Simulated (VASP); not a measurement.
# From an Ansatz input to VASP: CaSe (strained rocksalt)

Ansatz input

```yaml
crystal:
  lattice:
    - [0.0, 3.0565611637, 2.9378032962]
    - [3.0565611637, 0.0, 2.9378032962]
    - [3.0565611637, 3.0565611637, 0.0]
  atoms:
    - { symbol: Ca, position: [0.0, 0.0, 0.0] }
    - { symbol: Se, position: [0.5, 0.5, 0.5] }
kpoints:
  mp_grid: { grid: [8, 8, 8] }
  band_path:
    path:
      - [0.0, 0.0, 0.0]
      - [0.5, 0.0, 0.5]
      - [0.625, 0.25, 0.625]
      - [0.375, 0.375, 0.75]
      - [0.5, 0.5, 0.5]
      - [0.5, 0.25, 0.75]
      - [0.5, 0.5, 0.0]
    npoints: 1
hamiltonian:
  xc: pbe
scf:
  occupations: { method: fermi_dirac, width: 0.02 }
  n_extra_bands: 4
output:
  forces: true
  stress: true
  eigenvalues: true
  write_density: true
  write_potential: true
  elf: true
  volumetric_format: npy
```

Question: Which VASP files do the same job?

Answer: 

INCAR

```
IBRION = -1
NELM = 120
PREC = Accurate
LWAVE = .FALSE.
NSW = 0
LCHARG = .FALSE.
SIGMA = 0.02
LREAL = .FALSE.
EDIFF = 1E-7
ISMEAR = -1
GGA = PE
NBANDS = 15
ENCUT = 520
ISIF = 2
LASPH = .TRUE.
```

KPOINTS

```
KPOINTS created by Atomic Simulation Environment
0
Gamma
8 8 8
0 0 0
```

KPOINTS_OPT

```
special points
7
Reciprocal
0.0000000000 0.0000000000 0.0000000000 1
0.5000000000 0.0000000000 0.5000000000 1
0.6250000000 0.2500000000 0.6250000000 1
0.3750000000 0.3750000000 0.7500000000 1
0.5000000000 0.5000000000 0.5000000000 1
0.5000000000 0.2500000000 0.7500000000 1
0.5000000000 0.5000000000 0.0000000000 1
```

POSCAR

```
Ca Se
 1.0000000000000000
     0.0000000000000000    3.0565611637000001    2.9378032961999998
     3.0565611637000001    0.0000000000000000    2.9378032961999998
     3.0565611637000001    3.0565611637000001    0.0000000000000000
 Ca  Se
   1   1
Cartesian
  0.0000000000000000  0.0000000000000000  0.0000000000000000
  3.0565611636999996  3.0565611636999996  2.9378032961999994
```

VASP ran with the recommended PBE PAW datasets (16 valence electrons in the cell). Other inputs would serve too.

|  | Ansatz | VASP |
| --- | --- | --- |
| gap between bands v and c | 2.15 eV | 2.14 eV |
| least direct gap | 2.96 eV | 2.95 eV |
| pressure | -1.5 GPa | -1.3 GPa |

Each program uses its own PAW datasets. VASP's cell holds 16 valence electrons and Ansatz's 26. Ansatz's stress includes a Pulay correction; VASP's doesn't.
